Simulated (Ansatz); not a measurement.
# Al18H: the cost of one run

Method: DFT PBEsol, plane waves, PAW, scalar-relativistic, no spin polarisation, in Ansatz 0.2.0.

## 1. The structure to begin with

The cell holds 19 atoms (Al18H): a = 5.728 Å, b = 8.591 Å, c = 17.677 Å, α = 90.00°, β = 90.00°, γ = 60.00°.

The coordinates stand in the first input below.

## 2. Relaxing end A

Input file input.yaml:

```yaml
crystal:
  lattice:
    - [5.727565, 0.0, 0.0]
    - [4.295674, 7.440325, 0.0]
    - [0.0, 0.0, 17.676537]
  atoms:
    - { symbol: Al, position: [0.1666667, 0.1111111, 0.0565722] }
    - { symbol: Al, position: [0.6666667, 0.1111111, 0.0565722] }
    - { symbol: Al, position: [0.1666667, 0.4444444, 0.0565722] }
    - { symbol: Al, position: [0.6666667, 0.4444444, 0.0565722] }
    - { symbol: Al, position: [0.1666667, 0.7777778, 0.0565722] }
    - { symbol: Al, position: [0.6666667, 0.7777778, 0.0565722] }
    - { symbol: Al, position: [-0.1666667, 0.2222222, 0.1888531] }
    - { symbol: Al, position: [0.3333333, 0.2222222, 0.1888531] }
    - { symbol: Al, position: [-0.1666667, 0.5555556, 0.1888531] }
    - { symbol: Al, position: [0.3333333, 0.5555556, 0.1888531] }
    - { symbol: Al, position: [-0.1666667, 0.8888889, 0.1888531] }
    - { symbol: Al, position: [0.3333333, 0.8888889, 0.1888531] }
    - { symbol: Al, position: [0.0, 0.0, 0.321134] }
    - { symbol: Al, position: [0.5, 0.0, 0.321134] }
    - { symbol: Al, position: [0.0, 0.3333333, 0.321134] }
    - { symbol: Al, position: [0.5, 0.3333333, 0.321134] }
    - { symbol: Al, position: [0.0, 0.6666667, 0.321134] }
    - { symbol: Al, position: [0.5, 0.6666667, 0.321134] }
    - { symbol: H, position: [0.1625647, 0.4661733, 0.3477229] }
basis:
  ecutwfc: 420.0
kpoints:
  mp_grid: { grid: [3, 2, 1] }
hamiltonian:
  xc: pbesol
scf:
  occupations: { method: fermi_dirac, width: 0.1 }
  lower_state_search: "off"
relax:
  f_tol: 0.03
  max_steps: 60
  adjacent_minimum: "off"
  constraints: [{ sites: [0, 1, 2, 3, 4, 5] }]
output:
  write_density: true
  write_potential: true
  elf: true
  volumetric_format: npy
```

Command:

```bash
$ ansatz run input.yaml --threads 1 --pin off --max-ram 3072MiB --backend cpu --events-out ev --progress --plain --runs-dir out
```

**Question.** How long does this run take on 1 thread of Arm Neoverse V1, shared host, and how much memory does it need?

About 56 s, with a peak of 0.67 GiB.
